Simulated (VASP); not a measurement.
# BN (strained rocksalt), r²SCAN single-point calculation: VASP's output and Ansatz's

POSCAR

```
B  N
 1.0000000000000000
     0.0000000000000000    1.7458259350000001    1.7283676755999999
     1.7458259350000001    0.0000000000000000    1.7283676755999999
     1.7458259350000001    1.7458259350000001    0.0000000000000000
 B   N
   1   1
Cartesian
  0.0000000000000000  0.0000000000000000  0.0000000000000000
  1.7458259350000001  1.7458259350000001  1.7283676755999999
```

VASP ran with the recommended PBE PAW datasets (8 valence electrons in the cell).

From OUTCAR

```
k-points           NKPTS =    163   k-points in BZ     NKDIM =    163   number of bands    NBANDS=     11

   NELECT =       8.0000    total number of electrons

   dimension x,y,z NGX =    18 NGY =   18 NGZ =   18
   dimension x,y,z NGXF=    36 NGYF=   36 NGZF=   36

  energy-cutoff  :      520.00
  volume of cell :       10.54
      direct lattice vectors                 reciprocal lattice vectors
     0.000000000  1.745825935  1.728367676    -0.286397395  0.286397395  0.289290298
     1.745825935  0.000000000  1.728367676     0.286397395 -0.286397395  0.289290298
     1.745825935  1.745825935  0.000000000     0.286397395  0.286397395 -0.289290298

 k-points in reciprocal lattice and weights: KPOINTS created by Atomic Simulation Env
   0.00000000  0.00000000  0.00000000       0.001
   0.08333333 -0.00000000  0.00000000       0.005
   0.16666667  0.00000000  0.00000000       0.005
   0.25000000 -0.00000000  0.00000000       0.005
   0.33333333 -0.00000000  0.00000000       0.005
   0.41666667  0.00000000  0.00000000       0.005
   0.50000000 -0.00000000  0.00000000       0.002
   0.08333333  0.08333333  0.00000000       0.001
   ...

 E-fermi :  10.5827

 k-point     1 :       0.0000    0.0000    0.0000
  band No.  band energies     occupation
      1     -13.3415      2.00000
      2       9.4269      2.00000
      3       9.6712      2.00000
      4       9.6712      2.00000
      5      20.5625      0.00000
      6      23.5933      0.00000
      7      23.5933      0.00000
      8      24.1673      0.00000
      9      29.9132      0.00000
     10      29.9132      0.00000
     11      30.0810      0.00000

 k-point     2 :       0.0833   -0.0000    0.0000
  band No.  band energies     occupation
      1     -13.1359      2.00000
      2       8.6765      2.00000
      3       9.5122      2.00000
      4       9.6440      2.00000
      5      20.8189      0.00000
      6      22.8483      0.00000
      7      23.0903      0.00000
      8      23.7255      0.00000
      9      29.5186      0.00000
     10      30.4512      0.00000
     11      30.5489      0.00000

 k-point     3 :       0.1667    0.0000    0.0000
  band No.  band energies     occupation
      1     -12.5244      2.00000
      2       6.4685      2.00000
      3       9.4866      2.00000
      4       9.5893      2.00000
      5      20.7592      0.00000
      6      21.1664      0.00000
      7      21.5034      0.00000
      8      23.7004      0.00000
      9      29.4142      0.00000
     10      31.9642      0.00000
     11      32.0182      0.00000

 k-point     4 :       0.2500   -0.0000    0.0000
  band No.  band energies     occupation
      1     -11.5279      2.00000
      2       3.6810      2.00000
      3       9.5142      2.00000
      4       9.5632      2.00000
      5      19.3147      0.00000
      6      19.5197      0.00000
      7      20.0939      0.00000
      8      24.3614      0.00000
      9      30.2587      0.00000
     10      34.3197      0.00000
     11      34.3215      0.00000

 k-point     5 :       0.3333   -0.0000    0.0000
  band No.  band energies     occupation
      1     -10.2039      2.00000
      2       0.8471      2.00000
      3       9.6021      2.00000
      4       9.6128      2.00000
      5      17.7207      0.00000
      6      17.9111      0.00000
      7      19.2699      0.00000
      8      24.9549      0.00000
      9      31.8852      0.00000
     10      37.3500      0.00000
     11      37.4005      0.00000

 k-point     6 :       0.4167    0.0000    0.0000
  band No.  band energies     occupation
      1      -8.7461      2.00000
      2      -1.5930      2.00000
      3       9.6838      2.00000
      4       9.7449      2.00000
      5      16.6357      0.00000
      6      16.7893      0.00000
      7      18.7441      0.00000
      8      25.2922      0.00000
      9      33.8439      0.00000
     10      40.9563      0.00000
     11      41.0449      0.00000

 k-point     7 :       0.5000   -0.0000    0.0000
  band No.  band energies     occupation
      1      -7.9234      2.00000
      2      -2.7542      2.00000
      3       9.7286      2.00000
      4       9.8102      2.00000
      5      16.2464      0.00000
      6      16.3831      0.00000
      7      18.5649      0.00000
      8      25.3990      0.00000
      9      34.9792      0.00000
     10      40.8991      0.00000
     11      44.2067      0.00000

 k-point     8 :       0.0833    0.0833    0.0000
  band No.  band energies     occupation
      1     -13.0638      2.00000
      2       9.1055      2.00000
      3       9.1837      2.00000
      4       9.1837      2.00000
      5      21.0053      0.00000
      6      22.1408      0.00000
      7      23.5702      0.00000
      8      23.5702      0.00000
      9      28.2616      0.00000
     10      31.3243      0.00000
     11      31.3243      0.00000

 ...

  Total        0.2531676      0.2531676      0.4110659      0.0000000     -0.0000000     -0.0000000
  in kB       38.4991135     38.4991135     62.5106450      0.0000000     -0.0000000     -0.0000000
  external PRESSURE =      46.5029574 kB  Pullay stress =       0.0000000 kB

 POSITION                                       TOTAL-FORCE (eV/Angst)
 -----------------------------------------------------------------------------------
      0.00000      0.00000      0.00000         0.000000     -0.000000      0.000000
      1.74583      1.74583      1.72837        -0.000000      0.000000     -0.000000
 -----------------------------------------------------------------------------------
    total drift:                               -0.000000     -0.000000     -0.000000

  FREE ENERGIE OF THE ION-ELECTRON SYSTEM (eV)
  ---------------------------------------------------
  free  energy   TOTEN  =       -15.4271333292 eV

  energy  without entropy=      -15.4271333292  energy(sigma->0) =      -15.42713333
```

Each program uses its own PAW datasets. VASP's cell holds 8 valence electrons and Ansatz's 8. Ansatz's stress includes a Pulay correction; VASP's doesn't.

**Question.** What does Ansatz give for the same cell and level of theory?

**Answer.** gap between bands v and c 1.25 eV; least direct gap 6.46 eV; pressure 4.2 GPa.

Ansatz printed

```
SCF 1 converged in 6 iterations: F = -540.250093 eV  dr2 = 1.99e-10
  greatest PAW one-centre occupation: 0.798 electrons in one spin orbital (limit 2), on the N atom at site 1 (counted from 0), in its partial waves of l = 0
NSCF: frozen V_eff on 8 k-points
SCF converged after 6 iterations
Free energy (F): -540.250093 eV
Harris-Foulkes:  -540.250093 eV  (|F-HF|=8.01e-10)
Internal energy: -540.250093 eV  (E = F + TS)
E sigma→0 (E₀):  -540.250093 eV
Fermi energy:    14.748534 eV
--- Per-component energies (eV) ---
  E_band       = 43.932321
  E_kinetic    = 184.444522
  E_local      = -125.131972  (includes V_loc(G=0)·N_el)
  E_nonlocal   = 55.129608
  E_hartree    = 36.225176
  E_xc         = -91.876900
  E_vxc        = -127.635599  (∫ρ·V_xc dr)
  E_paw        = -208.851397  (= ΣΔE_a)
  E_vpaw       = -22.498466  (= ΣTr[D̂ρ^β])
  E_aug_tail   = 0.000022  (compensation charges beyond the density's cutoff)
  E_vtau       = 7.173806  (kinetic-family band-sum trace: ∫τ·v_τ [+ j·A + Jᵃ·Aᵃ] dr)
  E_ewald      = -390.141145
  E_core_change = -0.048007  (= ΣΔE_core)
  E_smearing   = -0.000000  (= −TS)
  E_closure    = 0.000000  (closes the sum)
  Σ components = -540.250093   (vs F -540.250093, Δ=0.00e0)
--- Forces (eV/Å), atoms counted from 1 ---
  atom   1  B     -0.00000000     0.00000000    -0.00000000
  atom   2  N      0.00000000     0.00000000     0.00000000
  max |Σ_I F_I| component: 5.92e-30 eV/Å
--- Stress (GPa, compression-positive) ---
        3.387727       0.000000       0.000000
        0.000000       3.387727      -0.000000
        0.000000       0.000000       5.700777
  P = ⅓ Tr σ = 4.1587 GPa (41.587 kbar)
--- Band table (eV; the first three rows and the last of 163) ---
  k-point 0: bands = ["-9.1153", "13.6503", "13.8946", "13.8946", "24.7491", "27.8134", "27.8134", "28.3878"]
  k-point 1: bands = ["-8.9097", "12.8996", "13.7361", "13.8680", "25.0092", "27.0726", "27.3138", "27.9478"]
  k-point 2: bands = ["-8.2982", "10.6925", "13.7114", "13.8145", "24.9615", "25.3990", "25.7342", "27.9191"]
  k-point 162: bands = ["-0.6807", "2.3057", "8.7111", "8.7111", "16.0046", "24.2385", "30.6892", "30.6892"]
```
